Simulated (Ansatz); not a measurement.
input.yaml

```yaml
crystal:
  lattice:
    - [5.1622259801, 2.9804125592, 1.3291656005]
    - [-5.1622259801, 2.9804125592, 1.3291656005]
    - [0.0, -5.9608251185, 1.3291656004]
  atoms:
    - { symbol: S, position: [0.2663115209, 0.1545058277, 0.9149425055] }
    - { symbol: S, position: [0.9149425055, 0.2663115209, 0.1545058277] }
    - { symbol: S, position: [0.1545058277, 0.9149425055, 0.2663115209] }
    - { symbol: S, position: [0.7336884791, 0.8454941723, 0.0850574945] }
    - { symbol: S, position: [0.0850574945, 0.7336884791, 0.8454941723] }
    - { symbol: S, position: [0.8454941723, 0.0850574945, 0.7336884791] }
basis:
  ecutwfc: 420
kpoints:
  mp_grid: { grid: [9, 9, 9] }
hamiltonian:
  xc: pbe
  dispersion: d3bj
scf:
  occupations: { method: gaussian, width: 0.02 }
output:
  forces: true
  stress: true
  eigenvalues: true
relax:
  adjacent_minimum: "off"
  f_tol: 0.01
  max_steps: 30
  cell: { stress_tol: 0.1, fix: [volume] }
```

Run as
```bash
ansatz run input.yaml --threads 1 --pin off --max-ram 2560MiB --backend cpu --events-out ev --progress --plain --runs-dir out
```

All numbers below come from DFT PBE+D3(BJ), scalar-relativistic, plane waves, PAW in Ansatz.

Abridged output:

```
Pseudopotentials: kind: paw
Pseudopotential: S, paw, valence charge 6, recommended cutoff 420 eV (normal)
Functional definition: PBE
Crystal: 6 atoms, lattice volume = 122.700 Å³
Basis set: ecut = 420 eV, 2417 PW (Γ), exchange–correlation on 90×90×90 points (8 copies of the dense FFT grid, shifted against one another)
Bands: 24, of which v1, the nominal top of the filled ones, is band 18 counted from 1 (17 counted from 0)
Symmetry: 6 space group operations
Space group: R-3 (ITA 148), of the structure as read, at distance tolerance 5.0e-5 Å
k-points: 125 of 729
Initial density: superposition of atomic densities (neutral atoms: chi_scale 0, normalization atom), corrected by the library's trained network
Initial wavefunctions: pseudopotential atomic-orbital guess
Functional: x = pbe(κ = 0.804, μ = 0.21951497), c = pbe(β = 0.06672455)
SCF iter   1: F=—  HF=-5413.236342 eV  |F-HF|=—  |Δ(HF+E_count)|=         —  Δρ=2.95e-3  dr2=7.75e-3  ethr=1.77e-3  ⟨swp⟩=7.8  Hψ=16886  notcnv=0
SCF iter   2: F=—  HF=-5413.235040 eV  |F-HF|=—  |Δ(HF+E_count)|=   1.30e-3  Δρ=1.56e-3  dr2=1.67e-3  ethr=2.15e-5  ⟨swp⟩=2.0  Hψ=6725  notcnv=0  defer=108
SCF iter   3: F=—  HF=-5413.236060 eV  |F-HF|=—  |Δ(HF+E_count)|=   1.02e-3  Δρ=3.28e-4  dr2=1.05e-4  ethr=4.63e-6  ⟨swp⟩=2.2  Hψ=4958  notcnv=0  defer=108
SCF iter   4: F=—  HF=-5413.236130 eV  |F-HF|=—  |Δ(HF+E_count)|=   7.00e-5  Δρ=8.01e-5  dr2=7.36e-6  ethr=2.91e-7  ⟨swp⟩=2.7  Hψ=5152  notcnv=0  defer=108
SCF iter   5: F=—  HF=-5413.236127 eV  |F-HF|=—  |Δ(HF+E_count)|=   3.10e-6  Δρ=1.27e-5  dr2=2.66e-7  ethr=2.04e-8  ⟨swp⟩=2.0  Hψ=4309  notcnv=0  defer=108
SCF iter   6: F=-5413.236127 eV  HF=-5413.236127 eV  |F-HF|=1.59e-8  |Δ(HF+E_count)|=   2.98e-7  Δρ=3.32e-6  dr2=1.80e-8  ethr=2.78e-10  ⟨swp⟩=8.1  Hψ=12815  notcnv=0
SCF 1 converged in 6 iterations: F = -5413.236127 eV  dr2 = 1.80e-8
relax step   1: F+E_penalty+E_count = -5413.23612734 eV  Δ(F+E_penalty+E_count) = +0.000e0 eV  max|allowed force component| = 2.991e-1 eV/Å  Δτ_max = 0.0000 Å  P = +3.308 GPa  Ω = 122.700 Å³  fix = [volume]  reactions: volume +3.308 GPa (6 SCF iters, dr2 threshold 1.00e-7 eV, accepted)
Basis set: ecut = 420 eV, 2405 PW (Γ), exchange–correlation on 90×90×90 points (8 copies of the dense FFT grid, shifted against one another)
Initial density: handed on by an earlier stage of this run
Initial wavefunctions: those handed on with the density
SCF iter   1: F=—  HF=-5413.257474 eV  |F-HF|=—  |Δ(HF+E_count)|=         —  Δρ=1.86e-3  dr2=3.69e-3  ethr=1.07e-5  ⟨swp⟩=2.0  Hψ=19583  notcnv=0
SCF iter   2: F=—  HF=-5413.256552 eV  |F-HF|=—  |Δ(HF+E_count)|=   9.22e-4  Δρ=9.49e-4  dr2=8.88e-4  ethr=1.02e-5  ⟨swp⟩=2.0  Hψ=4529  notcnv=0
SCF iter   3: F=—  HF=-5413.256308 eV  |F-HF|=—  |Δ(HF+E_count)|=   2.44e-4  Δρ=1.07e-4  dr2=1.32e-5  ethr=2.47e-6  ⟨swp⟩=2.4  Hψ=5139  notcnv=0
SCF iter   4: F=—  HF=-5413.256292 eV  |F-HF|=—  |Δ(HF+E_count)|=   1.53e-5  Δρ=2.46e-5  dr2=7.87e-7  ethr=3.67e-8  ⟨swp⟩=2.6  Hψ=5250  notcnv=0
SCF iter   5: F=-5413.256293 eV  HF=-5413.256293 eV  |F-HF|=2.84e-8  |Δ(HF+E_count)|=   7.15e-7  Δρ=4.12e-6  dr2=2.12e-8  ethr=1.67e-9  ⟨swp⟩=5.3  Hψ=12455  notcnv=0
SCF 2 converged in 5 iterations: F = -5413.256293 eV  dr2 = 2.12e-8
relax step   2: F+E_penalty+E_count = -5413.25629305 eV  Δ(F+E_penalty+E_count) = -2.017e-2 eV  max|allowed force component| = 8.203e-2 eV/Å  Δτ_max = 0.0148 Å  P = +1.793 GPa  Ω = 122.700 Å³  energy of the carried Pulay correction = +1.819e-18 eV  fix = [volume]  reactions: volume +1.793 GPa (5 SCF iters, dr2 threshold 6.00e-7 eV, accepted)
Basis set: ecut = 420 eV, 2411 PW (Γ), exchange–correlation on 90×90×90 points (8 copies of the dense FFT grid, shifted against one another)
SCF iter   1: F=—  HF=-5413.258129 eV  |F-HF|=—  |Δ(HF+E_count)|=         —  Δρ=1.41e-3  dr2=1.21e-3  ethr=3.55e-6  ⟨swp⟩=3.7  Hψ=18500  notcnv=0
SCF iter   2: F=—  HF=-5413.257904 eV  |F-HF|=—  |Δ(HF+E_count)|=   2.25e-4  Δρ=7.40e-4  dr2=3.35e-4  ethr=3.37e-6  ⟨swp⟩=1.0  Hψ=3000  notcnv=0
SCF iter   3: F=—  HF=-5413.257818 eV  |F-HF|=—  |Δ(HF+E_count)|=   8.61e-5  Δρ=6.10e-5  dr2=3.90e-6  ethr=9.31e-7  ⟨swp⟩=2.2  Hψ=5160  notcnv=0
SCF iter   4: F=-5413.257820 eV  HF=-5413.257820 eV  |F-HF|=1.84e-7  |Δ(HF+E_count)|=   1.56e-6  Δρ=1.29e-5  dr2=2.38e-7  ethr=1.17e-9  ⟨swp⟩=5.8  Hψ=13248  notcnv=0
SCF 3 converged in 4 iterations: F = -5413.257820 eV  dr2 = 2.38e-7
relax step   3: F+E_penalty+E_count = -5413.25781978 eV  Δ(F+E_penalty+E_count) = -1.527e-3 eV  max|allowed force component| = 1.419e-2 eV/Å  Δτ_max = 0.0111 Å  P = +1.535 GPa  Ω = 122.700 Å³  fix = [volume]  reactions: volume +1.535 GPa (4 SCF iters, dr2 threshold 4.21e-7 eV, accepted)
SCF iter   1: F=—  HF=-5413.258013 eV  |F-HF|=—  |Δ(HF+E_count)|=         —  Δρ=3.58e-4  dr2=7.50e-5  ethr=2.31e-7  ⟨swp⟩=3.1  Hψ=17290  notcnv=0
SCF iter   2: F=—  HF=-5413.258004 eV  |F-HF|=—  |Δ(HF+E_count)|=   8.33e-6  Δρ=1.90e-4  dr2=2.01e-5  ethr=2.08e-7  ⟨swp⟩=1.8  Hψ=4287  notcnv=0
SCF iter   3: F=—  HF=-5413.258004 eV  |F-HF|=—  |Δ(HF+E_count)|=   3.36e-7  Δρ=1.61e-5  dr2=2.08e-7  ethr=5.58e-8  ⟨swp⟩=2.8  Hψ=5243  notcnv=0
SCF iter   4: F=—  HF=-5413.257974 eV  |F-HF|=—  |Δ(HF+E_count)|=   2.97e-5  Δρ=2.86e-6  dr2=8.58e-9  ethr=3.50e-11  ⟨swp⟩=5.5  Hψ=12586  notcnv=0
SCF iter   5: F=-5413.257974 eV  HF=-5413.257974 eV  |F-HF|=2.34e-10  |Δ(HF+E_count)|=   9.41e-9  Δρ=4.08e-7  dr2=1.90e-10  ethr=2.38e-11  ⟨swp⟩=2.2  Hψ=10265  notcnv=0
SCF 4 converged in 5 iterations: F = -5413.257974 eV  dr2 = 1.90e-10
relax step   4: F+E_penalty+E_count = -5413.25797443 eV  Δ(F+E_penalty+E_count) = -1.547e-4 eV  max|allowed force component| = 1.102e-3 eV/Å  Δτ_max = 0.0031 Å  P = +1.534 GPa  Ω = 122.700 Å³  energy of the carried Pulay correction = +1.819e-18 eV  fix = [volume]  reactions: volume +1.534 GPa (5 SCF iters, dr2 threshold 1.26e-8 eV, accepted)
Initial wavefunctions: pseudopotential atomic-orbital guess (no wavefunctions were taken with the density)
SCF iter   1: F=—  HF=-5413.258001 eV  |F-HF|=—  |Δ(HF+E_count)|=         —  Δρ=3.54e-6  dr2=2.18e-9  ethr=5.15e-7  ⟨swp⟩=3.0  Hψ=25111  notcnv=0
SCF iter   2: F=—  HF=-5413.257978 eV  |F-HF|=—  |Δ(HF+E_count)|=   2.28e-5  Δρ=1.85e-6  dr2=5.61e-10  ethr=6.06e-12  ⟨swp⟩=3.0  Hψ=7144  notcnv=0
SCF iter   3: F=-5413.257978 eV  HF=-5413.257978 eV  |F-HF|=4.88e-9  |Δ(HF+E_count)|=   1.70e-8  Δρ=9.11e-7  dr2=1.46e-10  ethr=1.00e-12  ⟨swp⟩=5.2  Hψ=11792  notcnv=0
SCF 5 converged in 3 iterations: F = -5413.257978 eV  dr2 = 1.46e-10
SCF converged after 3 iterations
Free energy (F): -5413.257978 eV
Harris-Foulkes:  -5413.257978 eV  (|F-HF|=4.88e-9)
Internal energy: -5413.257978 eV  (E = F + TS)
E sigma→0 (E₀):  -5413.257978 eV
Fermi energy:    6.416821 eV
--- Per-component energies (eV) ---
  E_band       = -39.451967
  E_kinetic    = 639.156901
  E_local      = -772.789517  (includes V_loc(G=0)·N_el)
  E_nonlocal   = 174.264504
  E_hartree    = 235.941205
  E_xc         = -580.627422
  E_vxc        = -521.941323  (∫ρ·V_xc dr)
  E_paw        = -3601.654035  (= ΣΔE_a)
  E_vpaw       = -30.025015  (= ΣTr[D̂ρ^β])
  E_aug_tail   = 0.000010  (compensation charges beyond the density's cutoff)
  E_ewald      = -1505.786382
  E_disp       = -1.763241  (pairwise vdW)
  E_smearing   =  0.000000  (= −TS)
--- Forces (eV/Å), atoms counted from 1 ---
  atom   1  S      0.00109807    -0.00001788    -0.00077622
  atom   2  S     -0.00053355     0.00095990    -0.00077622
  atom   3  S     -0.00056452    -0.00094201    -0.00077622
  atom   4  S     -0.00109807     0.00001788     0.00077622
  atom   5  S      0.00053355    -0.00095990     0.00077622
  atom   6  S      0.00056452     0.00094201     0.00077622
--- Stress (GPa, compression-positive) ---
        1.531467       0.000000       0.000000
        0.000000       1.531467       0.000000
        0.000000       0.000000       1.538022
  P = ⅓ Tr σ = 1.5337 GPa (15.337 kbar)
--- Band table (eV; the first three rows and the last of 125) ---
  k-point 0: bands = ["-11.5619", "-9.3392", "-9.3392", "-6.4215", "-6.4215", "-3.6775", "-1.2454", "-0.6170", "0.7260", "0.7260", "2.5923", "2.6275", "2.6275", "3.9806", "4.4520", "4.4520", "4.6496", "4.6496", "7.7028", "7.7028", "8.7205", "8.7205", "9.0455", "9.0791"]
  k-point 1: bands = ["-11.5186", "-9.3614", "-9.3375", "-6.4099", "-6.3641", "-3.7040", "-1.1710", "-0.6524", "0.5080", "0.6217", "2.2985", "2.4773", "2.6104", "4.1996", "4.3185", "4.3434", "4.7953", "4.8987", "7.6115", "7.6794", "8.6436", "8.8647", "8.8880", "9.3800"]
  k-point 2: bands = ["-11.4027", "-9.4202", "-9.3334", "-6.3799", "-6.2151", "-3.8043", "-1.0003", "-0.7094", "0.1380", "0.4123", "1.7487", "2.1354", "2.5049", "3.9461", "4.3020", "4.8211", "4.8824", "4.9216", "7.6074", "7.7118", "8.3410", "9.0384", "9.1316", "9.5665"]
  k-point 124: bands = ["-10.9776", "-9.5922", "-9.5752", "-6.3165", "-6.2855", "-3.1346", "-1.0627", "-0.3748", "-0.3188", "0.6490", "1.3603", "1.4793", "1.5671", "3.6169", "3.7168", "4.0107", "4.0555", "5.5549", "7.3838", "7.4480", "7.7871", "9.5354", "10.3829", "10.4489"]
--- Relaxed structure (4 steps of the walk, 4 accepted, 1 SCFs on fresh bases) ---
  F+E_penalty+E_count = -5413.25797823 eV   max|allowed force component| = 1.098e-3 eV/Å   (the final SCF, on the basis selected at the relaxed cell)
  cell:  # Å, volume = 122.6998 Å³
    - [5.18131576, 2.99143404, 1.31938942]
    - [-5.18131576, 2.99143404, 1.31938942]
    - [0.0, -5.98286809, 1.31938942]
  atoms:
    - { symbol: S, position: [0.26971250, 0.15686758, 0.91613364] }
    - { symbol: S, position: [0.91613364, 0.26971250, 0.15686758] }
    - { symbol: S, position: [0.15686758, 0.91613364, 0.26971250] }
    - { symbol: S, position: [0.73028749, 0.84313241, 0.08386635] }
    - { symbol: S, position: [0.08386635, 0.73028749, 0.84313241] }
    - { symbol: S, position: [0.84313241, 0.08386635, 0.73028749] }
```

The relaxation met its thresholds.

The run took 33 s on 1 thread of AMD EPYC 9R45 96-Core Processor (Zen 5), with other jobs on the host, peak memory 0.62 GiB.